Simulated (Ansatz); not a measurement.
## Two Ansatz runs on Co

The structure comes from a relaxation in the same program, started in the diamond type, and has space group Fd-3m. Whether it is a known phase or the ground state wasn't checked.

First run: DFT, PBE, all-electron PAW with datasets made for the crystal, scalar-relativistic (Ansatz 0.2.0).

Command: `ansatz run input.yaml --threads 1 --pin off --max-ram 3072MiB --backend cpu --events-out ev --progress --plain --runs-dir out` The run took about 43 s on 1 thread of a shared machine.

```yaml
crystal:
  lattice:
    - [0.0, 2.5392919984, 2.5392919984]
    - [2.5392919984, 0.0, 2.5392919984]
    - [2.5392919984, 2.5392919984, 0.0]
  atoms:
    - { symbol: Co, position: [0.0, 0.0, 0.0], spin: 2.0 }
    - { symbol: Co, position: [0.25, 0.25, 0.25], spin: 2.0 }
magnetization:
  spin_polarized: true
kpoints:
  mp_grid: { grid: [12, 12, 12] }
  band_path:
    path:
      - [0.0, 0.0, 0.0]
      - [0.5, 0.0, 0.5]
      - [0.625, 0.25, 0.625]
      - [0.375, 0.375, 0.75]
      - [0.0, 0.0, 0.0]
      - [0.5, 0.5, 0.5]
      - [0.5, 0.25, 0.75]
      - [0.5, 0.0, 0.5]
    npoints: 8
scf:
  occupations: { method: fermi_dirac, width: 0.05 }
hamiltonian:
  xc: pbe
  pseudopotentials: { kind: all_electron, datasets: crystal }
output:
  forces: true
  stress: true
  eigenvalues: true
  efg: { contact_densities: true }
```

Result: converged; pressure 0.03 GPa; moment 3.46 μB; 8 SCF iterations.

The input is then changed:

```diff
@@ -25,5 +25,5 @@
   occupations: { method: fermi_dirac, width: 0.05 }
 hamiltonian:
-  xc: pbe
+  xc: rpbe
   pseudopotentials: { kind: all_electron, datasets: crystal }
 output:
```

(1) What does the second run give?

Answers

(1) It converged; pressure 3.43 GPa; moment 3.47 μB; 8 SCF iterations.
